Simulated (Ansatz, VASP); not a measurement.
## In in VASP and in Ansatz

Contents of INCAR:

```
SYSTEM = In
PREC     = Accurate       ! precision mode
ENCUT    = 520            ! plane-wave cutoff, eV
EDIFF    = 1E-6           ! SCF threshold, eV
ISMEAR   = -1             ! smearing method
SIGMA    = 0.1            ! smearing width, eV
LREAL    = .False.        ! projectors in reciprocal space
LASPH    = .True.         ! aspherical terms in the spheres
NELM     = 100            ! most SCF steps
ALGO     = Normal         ! electronic algorithm
ISIF     = 2              ! what is computed and relaxed
LWAVE    = .False.        ! write WAVECAR
LCHARG   = .True.         ! write CHGCAR
GGA      = RP             ! functional
LELF     = .True.         ! ELF
LVHAR    = .True.       
NBANDS   = 12             ! bands
```

Contents of KPOINTS:

```
regular mesh
0
Gamma
  13 13 13
  0 0 0
```

The input POSCAR:

```
In
1.0
    0.0000000000      2.5259313324      2.5259313324
    2.5259313324      0.0000000000      2.5259313324
    2.5259313324      2.5259313324      0.0000000000
In
1
Direct
    0.0000000000      0.0000000000      0.0000000000
```

Input for Ansatz:

```yaml
crystal:
  lattice:
    - [0.0, 2.5259313324, 2.5259313324]
    - [2.5259313324, 0.0, 2.5259313324]
    - [2.5259313324, 2.5259313324, 0.0]
  atoms:
    - { symbol: In, position: [0.0, 0.0, 0.0] }
hamiltonian:
  xc: rpbe
  pseudopotentials:
    kind: paw
    azcp:
      In: "pseudopotentials/In.paw.azcp"
basis:
  ecutwfc: 420
  fft_grid_basis: typed
kpoints:
  mp_grid: { grid: [13, 13, 13], shift: [0, 0, 0] }
magnetization:
  spin_polarized: false
scf:
  occupations: { method: fermi_dirac, width: 0.1 }
  lower_state_search: "off"
output:
  stress: true
  write_density: true
  write_potential: true
  elf: true
  volumetric_format: npy
```

Alike in both runs: task single point; functional RPBE; k mesh 13 × 13 × 13; occupations fermi-dirac, width 0.1 eV; no spin polarisation.

|  | VASP | Ansatz |
| --- | --- | --- |
| version | VASP 6.6.1 | Ansatz 0.2.0 |
| potentials or method | VASP PAW PBE potentials, release 64 (In_d) | plane waves (420 eV) with PAW, scalar-relativistic |
| plane-wave cutoff (eV) | 520 | 420 |
| valence electrons in the cell | 13 | 13 |

```tsv
	VASP	Ansatz	Ansatz less VASP
pressure (GPa)	-2.5	-2.5	+0.02
```

Caveats: the PAW data sets were made with another functional, which shifts forces and pressure a little (VASP).
